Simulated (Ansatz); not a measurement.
Ga₂O₃ built on the corundum prototype at its r2SCAN geometry, run in Ansatz 0.2.0 at 2 levels of theory. No magnetic order and no zero-point or thermal motion.

The LDA input:
```yaml
crystal:
  lattice:
    - [2.4922599282, 1.4389069404, 4.480644207]
    - [-2.4922599282, 1.4389069404, 4.480644207]
    - [0.0, -2.8778138808, 4.480644207]
  atoms:
    - { symbol: Ga, position: [0.855426099, 0.855426099, 0.855426099] }
    - { symbol: Ga, position: [0.355426099, 0.355426099, 0.355426099] }
    - { symbol: Ga, position: [0.144573901, 0.144573901, 0.144573901] }
    - { symbol: Ga, position: [0.644573901, 0.644573901, 0.644573901] }
    - { symbol: O, position: [0.4463667103, 0.0536332897, 0.75] }
    - { symbol: O, position: [0.0536332897, 0.75, 0.4463667103] }
    - { symbol: O, position: [0.5536332897, 0.9463667103, 0.25] }
    - { symbol: O, position: [0.25, 0.5536332897, 0.9463667103] }
    - { symbol: O, position: [0.9463667103, 0.25, 0.5536332897] }
    - { symbol: O, position: [0.75, 0.4463667103, 0.0536332897] }
kpoints:
  mp_grid: { grid: [6, 6, 6] }
  band_path:
    path:
      - [0.0, 0.0, 0.0]
      - [0.5, 0.5, 0.5]
      - [0.7645800826, 0.2354199174, 0.5]
      - [0.5, -0.2354199174, 0.2354199174]
      - [0.5, 0.0, 0.0]
      - [0.3677099587, -0.3677099587, 0.0]
      - [0.6322900413, 0.0, 0.3677099587]
      - [0.5, 0.0, 0.5]
      - [0.0, 0.166667, -0.166667]
    npoints: 1
hamiltonian:
  xc: lda
scf:
  occupations: { method: fixed }
  n_extra_bands: 6
output:
  forces: true
  stress: true
  eigenvalues: true
```

Main results, then, where recorded, the levels near the gap in eV from the Fermi energy (columns number the bands from 0), one row a point of the path (Γ, T, H₂, H₀, L, S₀, S₂, F, Γ–S₀ (0.45)):
```
Crystal: 10 atoms, lattice volume = 96.409 Å³
Symmetry: 12 space group operations
Space group: R-3c (ITA 167)
```
```
Basis set: ecut = 420 eV, 1887 PW (Γ)
k-points: 32 of 216
SCF 1 converged in 7 iterations: F = -18163.855499 eV  dr2 = 3.13e-8
Free energy (F): -18163.855499 eV
Fermi energy:    8.840390 eV
--- Forces (eV/Å), atoms counted from 1 ---
  atom   1  Ga      0.00000      0.00000      0.01311
  atom   2  Ga      0.00000      0.00000      0.01311
  atom   3  Ga      0.00000      0.00000    -0.01311
  atom   4  Ga      0.00000      0.00000    -0.01311
  atom   5  O       0.06546      0.00000      0.00000
  atom   6  O     -0.03273    -0.05669      0.00000
  atom   7  O     -0.06546      0.00000      0.00000
  atom   8  O       0.03273    -0.05669      0.00000
  atom   9  O       0.03273      0.05669      0.00000
  atom  10  O     -0.03273      0.05669      0.00000
--- Stress (GPa, compression-positive) ---
       -5.433154       0.000000       0.000000
        0.000000      -5.433154       0.000000
        0.000000       0.000000      -5.421025
  P = ⅓ Tr σ = -5.4291 GPa (-54.291 kbar)
```
```tsv
band_39	band_40	band_41	band_42	band_43	band_44	band_45	band_46
-0.352	-0.317	-0.317	-0.259	-0.259	2.779	6.496	6.698
-1.513	-0.304	-0.304	-0.304	-0.304	5.787	5.787	7.660
-1.015	-0.582	-0.582	-0.343	-0.343	6.575	6.575	7.123
-1.015	-0.582	-0.582	-0.343	-0.343	6.575	6.575	7.123
-1.228	-1.004	-1.004	-0.157	-0.157	6.286	6.286	6.608
-0.688	-0.630	-0.522	-0.494	-0.177	6.389	6.472	7.066
-0.688	-0.630	-0.522	-0.494	-0.177	6.389	6.472	7.066
-1.053	-0.872	-0.722	-0.258	-0.149	6.456	6.615	7.438
-1.132	-0.635	-0.264	-0.234	0.000	4.557	6.228	7.280
```

The LDA gap is indirect, 2.78 eV (Γ–S₀ (0.45 of the way from Γ) to Γ), below the direct gap of 3.04 eV at Γ.

Task: In the first input these blocks are replaced (the band path and keys that only write files left aside):
```yaml
hamiltonian:
  xc: pbe
scf:
  occupations: { method: fixed }
  n_extra_bands: 12
magnetization:
  noncollinear: true
  spin_orbit: true
```
What comes out?

Result:
```
Basis set: ecut = 420 eV, 1887 PW (Γ)
k-points: 32 of 216
SCF 1 converged in 9 iterations: F = -18540.019094 eV  dr2 = 1.69e-8
Free energy (F): -18540.019094 eV
Fermi energy:    9.236192 eV
--- Forces (eV/Å), atoms counted from 1 ---
  atom   1  Ga      0.00000      0.00000      0.05046
  atom   2  Ga      0.00000      0.00000      0.05046
  atom   3  Ga      0.00000      0.00000    -0.05046
  atom   4  Ga      0.00000      0.00000    -0.05046
  atom   5  O       0.02473      0.00000      0.00000
  atom   6  O     -0.01236    -0.02142      0.00000
  atom   7  O     -0.02473      0.00000      0.00000
  atom   8  O       0.01236    -0.02142      0.00000
  atom   9  O       0.01236      0.02142      0.00000
  atom  10  O     -0.01236      0.02142      0.00000
--- Stress (GPa, compression-positive) ---
        9.793462       0.000000       0.000000
        0.000000       9.793462       0.000000
        0.000000       0.000000       8.629121
  P = ⅓ Tr σ = 9.4053 GPa (94.053 kbar)
```
PBE+SOC gives an indirect gap of 2.85 eV, from Γ–S₀ (0.45 of the way from Γ) to Γ; the least direct gap is 3.10 eV at Γ. The mean pressure at these positions is +9.41 GPa, compression counted positive.

Totals of different functionals, or with and without spin-orbit coupling, can't be compared.

Only the levels marked +SOC include spin-orbit coupling.
